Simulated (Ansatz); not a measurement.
The system is MoS2, a slab with vacuum.

```
Mo S
1.0
     3.18454    0.00000    0.00000
    -1.59227    2.75789    0.00000
     0.00000    0.00000   21.67053
Mo S
2 4
Direct
  0.33333 0.66667 0.85116
  0.66667 0.33333 0.14884
  0.66667 0.33333 0.77963
  0.33333 0.66667 0.07725
  0.66667 0.33333 0.92275
  0.33333 0.66667 0.22037
```

Base run:

```yaml
Program: Ansatz 0.2.0
Functional: r2SCAN
Potentials_or_basis: Ansatz PAW
Cutoff: 500 eV
Density_cutoff: 2000 eV
k_mesh: 10 × 10 × 2
Occupations: fermi-dirac, width 0.05 eV
Spin: no spin polarisation
```

Its results: band gap on the k mesh 1.46 eV, indirect (least direct gap 2.00 eV); largest force 0.034 eV/Å.

The run is repeated on the same cell with these changes: functional from r2SCAN to LDA; cutoff from 500 eV to 420 eV; density cutoff from 2000 eV to 1680 eV. What comes out?

Band gap on the k mesh 1.36 eV, indirect (least direct gap 1.89 eV); largest force 0.379 eV/Å.

r2SCAN gives the wider gap, since meta-GGAs in the generalised Kohn-Sham scheme recover part of the derivative discontinuity.

Caveats: the PAW data sets come from PBE, with cores solved anew for the run's functional, which leaves a small shift of forces and pressure; the density of states is complete only up to the lowest level of the last band computed.

A k mesh can miss the band edges.

Not every run made on this cell is shown here.
